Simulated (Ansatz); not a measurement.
**Defect calculation, host BN**

Computed with Ansatz, DFT PBE+D3(BJ), scalar-relativistic, plane waves, PAW. Run with 420 eV cutoff, 2×2×2 k-mesh, shifted by half a step, Gaussian smearing of 0.01 eV, collinear spin in charge 0, +2 alone.

Host crystal, relaxed:

```
CELL_PARAMETERS angstrom
1.25306 0.72345 3.29488
-1.25306 0.72345 3.29488
0.00000 -1.44691 3.29488
ATOMIC_POSITIONS crystal
B 0.99970 0.99970 0.99970
N 0.33274 0.33274 0.33274
```

Supercell of 32 atoms, rows in host cell vectors: -1 3 -1; -1 -1 3; 3 -1 -1. Atoms relax at the host's cell from a start displaced at random by 0.06 Å near the defect, so other minima may exist. The cell is small, so energies carry finite-size errors of tenths of an eV. The host's Kohn–Sham gap is 4.16 eV. Atoms are taken from and returned to the elements' standard states. Charged cells are corrected for image charges with the computed static dielectric tensor (mean 5.4) and aligned with the host's potential at far atoms (alignment terms reach 0.30 eV; the program doubts the alignment in some charges, where it is up to 0.27 eV). No band-filling term is added, and the Fermi level counts from the host's valence band top.

The defect is an interstitial at (0.438, 0.500, 0.625) of the host cell.

```json
{"charge": "+3", "E_f at the valence band top (eV)": "4.28", "over the neutral state (eV)": "-1.94", "moment (μB)": "0.00", "largest move (Å)": "1.37", "atoms near the site": "1 N at 1.49 Å, 2 N at 1.58 Å, 1 B at 1.75 Å"}
{"charge": "+2", "E_f at the valence band top (eV)": "3.58", "over the neutral state (eV)": "-2.64", "moment (μB)": "1.00", "largest move (Å)": "1.27", "atoms near the site": "1 N at 1.54 Å, 1 N at 1.64 Å, 1 N at 1.65 Å, 1 B at 1.79 Å, 1 B at 1.82 Å"}
{"charge": "+1", "E_f at the valence band top (eV)": "4.11", "over the neutral state (eV)": "-2.11", "moment (μB)": "0.00", "largest move (Å)": "1.37", "atoms near the site": "2 N at 1.63 Å, 1 B at 1.70 Å, 1 B at 1.88 Å"}
{"charge": "0", "E_f at the valence band top (eV)": "6.21", "over the neutral state (eV)": "0.00", "moment (μB)": "1.00", "largest move (Å)": "0.79", "atoms near the site": "1 N at 1.53 Å, 1 B at 1.72 Å, 1 B at 1.73 Å"}
```

Among the charges computed the stable one is +2 at the valence band top, changing to +1 at 0.53 eV, changing to 0 at 2.11 eV. In charge +3 the extra carrier would gain by moving to a band edge of the host, so it isn't bound in the gap. Other sites of the defect weren't tried.

Problem. Which element is it? Judge by the nearest distance in charge 0 and covalent radii.
A. Cd
B. Ba
C. B
D. O
E. W

Solution. C. The nearest neighbour is N at 1.53 Å, and the summed covalent radii with N are 1.55 Å for B, 2.86 Å for Ba, 2.15 Å for Cd, 1.37 Å for O, 2.33 Å for W, so B fits best. Bonds can miss such sums by a tenth of an ångström or more.

This form isn't the usual stable structure of the compound.